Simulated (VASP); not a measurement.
# GaCo: self-consistent run, by LSFBXC

GaCo, Pm-3m (no. 221), 2 atoms in the cell. PBE; PAW potentials Ga_d, Co (PBE set).

| LSFBXC | Pressure (GPa) | Gap on the mesh (eV) | Time (s) |
|---|---|---|---|
| default | 0.73 | 0.000 | 187 |
| .TRUE. | 0.97 | 0.000 | 182 |

## Input of the first row

INCAR:
```
SYSTEM = GaCo
ALGO = Normal
EDIFF = 1E-6
ENCUT = 520
ISIF = 2
ISMEAR = 1
ISYM = -1
LASPH = .TRUE.
LCHARG = .FALSE.
LMAXMIX = 4
LNONCOLLINEAR = .TRUE.
LORBIT = 11
LREAL = .FALSE.
LWAVE = .FALSE.
MAGMOM = 0 0 0 -0.116 -0.264 -0.082
NELM = 200
PREC = Accurate
SIGMA = 0.1
```

KPOINTS:
```
k-points
0
Gamma
  7 7 7
```

POSCAR:
```
GaCo
1.0
    2.8780000000      0.0000000000      0.0000000000
    0.0000000000      2.8780000000      0.0000000000
    0.0000000000      0.0000000000      2.8780000000
Ga Co
1 1
Direct
    0.5000000000      0.5000000000      0.5000000000
    0.0000000000      0.0000000000      0.0000000000
```

Commands:
```
cat potpaw_PBE.64/Ga_d/POTCAR potpaw_PBE.64/Co/POTCAR > POTCAR
mpirun -np 1 vasp_ncl > vasp.out
```

Changes of the last row against the first:
```
+ LSFBXC = True
```

VASP 6.6.1 took 187 s on 1 core (Intel Xeon 6975P-C (Granite Rapids)), a shared host.
